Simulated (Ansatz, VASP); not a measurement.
# Two plane-wave programs on Mo

The input INCAR:

```
SYSTEM = Mo
ALGO     = Fast           ! electronic algorithm
EDIFF    = 1E-6           ! SCF threshold, eV
ENCUT    = 520            ! plane-wave cutoff, eV
GGA      = PE             ! functional
ISIF     = 2              ! what is computed and relaxed
ISMEAR   = 0              ! smearing method
LASPH    = .TRUE.         ! aspherical terms in the spheres
LCHARG   = .TRUE.         ! write CHGCAR
LELF     = .TRUE.         ! ELF
LREAL    = .FALSE.        ! projectors in reciprocal space
LVHAR    = .TRUE.       
LWAVE    = .FALSE.        ! write WAVECAR
NBANDS   = 13             ! bands
NELM     = 60             ! most SCF steps
PREC     = Accurate       ! precision mode
SIGMA    = 0.15           ! smearing width, eV
```

Contents of KPOINTS:

```
k-points
0
G
  22 22 22
  0 0 0
```

POSCAR

```
Mo
1.0
    0.0000000000      2.1901451188      1.7372231082
    2.1901451188      0.0000000000      1.7372231082
    2.1901451188      2.1901451188      0.0000000000
Mo
1
Direct
    0.0000000000      0.0000000000      0.0000000000
```

Input for Ansatz:

```yaml
crystal:
  lattice:
    - [0.0, 2.1901451188, 1.7372231082]
    - [2.1901451188, 0.0, 1.7372231082]
    - [2.1901451188, 2.1901451188, 0.0]
  atoms:
    - { symbol: Mo, position: [0.0, 0.0, 0.0] }
basis:
  ecutwfc: 420
kpoints:
  mp_grid: { grid: [22, 22, 22] }
hamiltonian:
  xc: pbe
scf:
  occupations: { method: gaussian, width: 0.15 }
output:
  forces: true
  stress: true
  eigenvalues: true
```

Alike in both runs: task single point; functional PBE; k mesh 22 × 22 × 22; occupations gaussian, width 0.15 eV; no spin polarisation.

```csv
,VASP,Ansatz
version,VASP 6.6.1,Ansatz 0.2.0
potentials or method,"VASP PAW PBE potentials, release 64 (Mo_sv)","scalar-relativistic, plane waves, PAW"
plane-wave cutoff (eV),520,420
valence electrons in the cell,14,14
```

|  | VASP | Ansatz | Ansatz less VASP |
| --- | --- | --- | --- |
| gap on the k mesh at the Fermi level (eV) | none | none | - |
| pressure (GPa) | -10.6 | -11.1 | -0.45 |
| largest component of the traceless stress (GPa) | 16.58 | 16.59 | +0.015 |

A gap of «none» marks a metal or a gap that the smearing closes.
